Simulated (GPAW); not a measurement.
# CuI (Marshite): dielectric function, part 2 of 2

What do local fields and a kernel do to the response of CuI (Marshite)?

GPAW 26.7.0; PBE and many-body steps on it, plane waves.

So far. Step 4 (ALDA response): The static value is 6.48. Step 5 (RPA response, local-field cutoff (8×8×8 mesh, 74 bands …): The static value is 6.86.

The database entry behind the starting cell differs from later determinations by our own check (about 0.15 % long (mineral sample)), so it need not match the best structure at ambient conditions.

## Step 6: RPA response, fewer bands (8×8×8 mesh, 14 bands, screening to 50 eV, broadening 0.2 eV)

Level of this step: linear response, RPA, on PBE, plane waves, PAW (GPAW).

run.py reads:

```python
import json
import numpy as np
from gpaw.mpi import world
from gpaw.response.df import DielectricFunction

df = DielectricFunction('full.gpw',
    ecut=50,
    nbands=14,
    eta=0.2,
    frequencies={'type': 'nonlinear', 'domega0': 0.05, 'omega2': 10.0},
    intraband=False,
    txt='df.txt')
res = {'optical': {}, 'eels': []}
for d in 'x':
    y0, y = df.get_dielectric_function(direction=d, xc='RPA', filename=None)
    res['optical'][d] = [y0.real, y0.imag, y.real, y.imag]
res['w'] = df.get_frequencies()
for q_c in []:
    res['eels'].append(df.get_eels_spectrum(q_c=q_c, xc='RPA', filename=None))

if world.rank == 0:
    with open('result.json', 'w') as f:
        json.dump(res, f, default=lambda x: x.tolist())
```

Command:

```sh
mpirun -n 4 gpaw python run.py
```

Numbers of over 12 decimals in the logs are rounded to 6 here.

The program printed:

```text
Using integrator: PointIntegrator
NonLinearFrequencyDescriptor(from 0.000 to 24.460 eV, 244 points)
Nonperiodic BCs:  [False False False]
Using integrator: PointIntegrator
NonLinearFrequencyDescriptor(from 0.000 to 24.460 eV, 244 points)
Nonperiodic BCs:  [False False False]

Calculating chi0 body with:
    Ground state adapter containing:
    Number of spins: 1
    Number of kpoints: 512
    Number of irreducible kpoints: 29
    Number of completely occupied states: 9
    Number of partially occupied states: 9
    Occupied states memory: 2.145767 M / cpu

[...]
Ground state adapter containing:
    Number of spins: 1
    Number of kpoints: 512
    Number of irreducible kpoints: 29
    Number of completely occupied states: 9
    Number of partially occupied states: 9
    Occupied states memory: 2.145767 M / cpu

    Linear response parametrization:
    Number of frequency points: 244
    Planewave cutoff: 50.0
    Number of bands: 14
    Number of planewaves: 59
    Broadening (eta): 0.2
Integrating chi0 head and wings.

Symmetries of q_c:
    Direct symmetries (Uq -> q): 24
    Indirect symmetries (TUq -> q): 24
In total 48 allowed symmetries.

  [... matrices ...]
29 groups of equivalent kpoints. 94.3359375% reduction.

Integral kind: spectral function wings
```

Wall time 4.2 s (4 MPI ranks of Arm Neoverse V1, shared host); peak memory 0.67 GiB.

This step gave:

| Item | Value |
| --- | --- |
| ε at zero frequency | 6.075 |
| the same without local fields | 6.597 |

## Step 7: RPA response, scissors (8×8×8 mesh, 74 bands, screening to 50 eV, broadening 0.2 eV)

Changes to run.py since step 6:

```diff
@@ -7,3 +7,3 @@
     ecut=50,
-    nbands=14,
+    nbands=74,
     eta=0.2,
@@ -11,2 +11,3 @@
     intraband=False,
+    eshift=1.5,
     txt='df.txt')
```

Command:

```sh
mpirun -n 4 gpaw python run.py
```

The program printed:

```text
Using integrator: PointIntegrator
NonLinearFrequencyDescriptor(from 0.000 to 76.484 eV, 368 points)
Nonperiodic BCs:  [False False False]
Using integrator: PointIntegrator
NonLinearFrequencyDescriptor(from 0.000 to 76.484 eV, 368 points)
Nonperiodic BCs:  [False False False]

Calculating chi0 body with:
    Ground state adapter containing:
    Number of spins: 1
    Number of kpoints: 512
    Number of irreducible kpoints: 29
    Number of completely occupied states: 9
    Number of partially occupied states: 9
    Occupied states memory: 2.145767 M / cpu

[...]
Ground state adapter containing:
    Number of spins: 1
    Number of kpoints: 512
    Number of irreducible kpoints: 29
    Number of completely occupied states: 9
    Number of partially occupied states: 9
    Occupied states memory: 2.145767 M / cpu

    Linear response parametrization:
    Number of frequency points: 368
    Planewave cutoff: 50.0
    Number of bands: 74
    Number of planewaves: 59
    Broadening (eta): 0.2
Integrating chi0 head and wings.

Symmetries of q_c:
    Direct symmetries (Uq -> q): 24
    Indirect symmetries (TUq -> q): 24
In total 48 allowed symmetries.

  [... matrices ...]
29 groups of equivalent kpoints. 94.3359375% reduction.

Integral kind: spectral function wings
```

The job ended after 6.7 s (4 MPI ranks; peak memory 1.3 GiB).

Numbers from this step:

| Property | Result |
| --- | --- |
| ε at zero frequency | 4.926 |
| the same without local fields | 5.404 |

The static value is 4.93.

## Step 8: RPA response, q off the mesh (8×8×8 mesh, 74 bands, screening to 30 eV, broadening 0.2 eV)

Changes to run.py since step 7:

```diff
@@ -6,3 +6,3 @@
 df = DielectricFunction('full.gpw',
-    ecut=50,
+    ecut=30,
     nbands=74,
@@ -11,3 +11,2 @@
     intraband=False,
-    eshift=1.5,
     txt='df.txt')
@@ -18,3 +17,3 @@
 res['w'] = df.get_frequencies()
-for q_c in []:
+for q_c in [[0.137, 0, 0]]:
     res['eels'].append(df.get_eels_spectrum(q_c=q_c, xc='RPA', filename=None))
```

Command:

```sh
mpirun -n 4 gpaw python run.py
```

The program printed:

```text
Using integrator: PointIntegrator
NonLinearFrequencyDescriptor(from 0.000 to 76.484 eV, 368 points)
Nonperiodic BCs:  [False False False]
Using integrator: PointIntegrator
NonLinearFrequencyDescriptor(from 0.000 to 76.484 eV, 368 points)
Nonperiodic BCs:  [False False False]

Calculating chi0 body with:
    Ground state adapter containing:
    Number of spins: 1
    Number of kpoints: 512
    Number of irreducible kpoints: 29
    Number of completely occupied states: 9
    Number of partially occupied states: 9
    Occupied states memory: 2.145767 M / cpu

[...]
Number of frequency points: 368
    Planewave cutoff: 30.0
    Number of bands: 74
    Number of planewaves: 18
    Broadening (eta): 0.2
    comm.size: 4
    kncomm.size: 4
    blockcomm.size: 1

    Memory estimate of potentially large arrays:
        chi0_wGG: 1.8193359375 M / cpu
Integrating chi0 body.

Symmetries of q_c:
    Direct symmetries (Uq -> q): 6
    Indirect symmetries (TUq -> q): 0
In total 6 allowed symmetries.

  [... matrices ...]
120 groups of equivalent kpoints. 76.5625% reduction.

Integral kind: spectral function

--- the script ended with ---
ValueError: Requested k-point is not on the grid. Please check that your q-points of interest are commensurate with the k-point grid.
```

Elapsed: 16 s, on 4 MPI ranks; peak memory 1.2 GiB.

The run stopped with an error after 16 s.

The program's words: ValueError: Requested k-point is not on the grid. Please check that your q-points of interest are commensurate with the k-point grid.

The fault put into this input: q off the mesh.

## Step 9: The runs together

Times are wall times on 4 MPI ranks of Arm Neoverse V1, shared host, good to a factor of about two.

```tsv
run	ε(0)	without local fields	time
RPA response	6.23	6.86	29 s
ALDA response	6.48	6.86	11 s
RPA response, local-field cutoff (8×8×8 mesh, 74 bands, screening to 5 eV, broadening 0.2 eV)	6.86	6.86	8.8 s
RPA response, fewer bands (8×8×8 mesh, 14 bands, screening to 50 eV, broadening 0.2 eV)	6.08	6.60	4.2 s
RPA response, scissors (8×8×8 mesh, 74 bands, screening to 50 eV, broadening 0.2 eV)	4.93	5.40	6.7 s
```

## Step 10: Outcome

| Property | Result |
| --- | --- |
| RPA response | ε(0) 6.23 |
| ALDA response | ε(0) 6.48 |
| RPA response, local-field cutoff (8×8×8 mesh, 74 bands, screening to 5 eV, broadening 0.2 eV) | ε(0) 6.86 |
| RPA response, fewer bands (8×8×8 mesh, 14 bands, screening to 50 eV, broadening 0.2 eV) | ε(0) 6.08 |
| RPA response, scissors (8×8×8 mesh, 74 bands, screening to 50 eV, broadening 0.2 eV) | ε(0) 4.93 |

**Reading.** In the optical limit the electronic ε(0) is 6.23, against 6.86 without local fields. ALDA response: ε(0) = 6.48. RPA response, local-field cutoff (8×8×8 mesh, 74 bands, screening to 5 eV, broadening 0.2 eV): ε(0) = 6.86. RPA response, fewer bands (8×8×8 mesh, 14 bands, screening to 50 eV, broadening 0.2 eV): ε(0) = 6.08. RPA response, scissors (8×8×8 mesh, 74 bands, screening to 50 eV, broadening 0.2 eV): ε(0) = 4.93. ε(0) converges slowly with a Γ-centred mesh, and this one is not shown settled. Unless a shift is named, the levels are those of the density functional, and only a kernel with a long-range part can bind an exciton.

[Paths, hosts, dates, memory and timing lines, banners, echoed tables and standing remarks are left out of the program output.]

[Logs are printed without paths, hosts, clocks, repeated set-up lines and the standing remarks that a program may print on its own settings, such as how far it seeks lower states.]

[Runs of the session that timed out or met a known fault of the program may be left out.]

[Hosts, paths, dates, database ids (printed as entryN), source tags and the programs' standing remarks are cut or masked in the printed files.]
